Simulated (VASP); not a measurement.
A run of VASP 6.6.1 is set up as follows.

File POSCAR:

```
BN                                      
1.0
    2.5087934974      0.0000000000      0.0000000000
   -1.2543967487      2.1726788968      0.0000000000
    0.0000000000      0.0000000000     18.0000000000
  B               N             
     1     1
Direct
     0.6666666699999979    0.3333333300000021    0.5000000000000000
     0.3333333300000021    0.6666666699999979    0.5000000000000000
```

File INCAR.step1:

```
  ALGO = Normal
  DIPOL = 0.5 0.5 0.500
  EDIFF = 1E-5
  ENCUT = 520
  GGA = PE
  IDIPOL = 3
  ISIF = 2
  ISMEAR = 0
  KPAR = 2
  LASPH = True
  LCHARG = False
  LDIPOL = True
  LREAL = False
  LVACPOTAV = True
  LVHAR = True
  LWAVE = True
  NBANDS = 11
  NELM = 80
  PREC = Accurate
  SIGMA = 0.03
```

INCAR.step2

```
  AEXX = 0.25
  ALGO = Normal
  DIPOL = 0.5 0.5 0.500
  EDIFF = 1E-6
  ENCUT = 520
  GGA = PE
  HFRCUT = -1
  IDIPOL = 3
  ISIF = 2
  ISMEAR = 0
  ISTART = 1
  KPAR = 2
  LASPH = True
  LCHARG = False
  LDIPOL = True
  LHFCALC = True
  LREAL = False
  LVACPOTAV = True
  LVHAR = True
  LWAVE = False
  NBANDS = 11
  NELM = 80
  PREC = Accurate
  PRECFOCK = Fast
  SIGMA = 0.03
```

The input KPOINTS:

```
k-points
0
Gamma
  9 9 1
```

Contents of KPOINTS_OPT:

```
explicit points
3
Reciprocal
 0.0000000000  0.0000000000  0.0000000000 1
 0.5000000000  0.0000000000  0.0000000000 1
 0.3333333300  0.3333333300  0.0000000000 1
```

Potentials or basis: VASP PAW PBE potentials, release 64 (B, N).

Run with:

```console
$ cat potpaw_PBE.64/B/POTCAR potpaw_PBE.64/N/POTCAR > POTCAR
$ cp INCAR.step1 INCAR
$ mpirun -np 2 vasp_std > vasp.out
$ cp INCAR.step2 INCAR
$ mpirun -np 2 vasp_std > vasp.out
```

(1) Predict the band gap along the path.

(2) Predict the band gap on the k mesh.

Results:

(1) 6.31 eV, indirect (least direct gap 6.83 eV).

(2) 6.31 eV, indirect (least direct gap 6.83 eV).
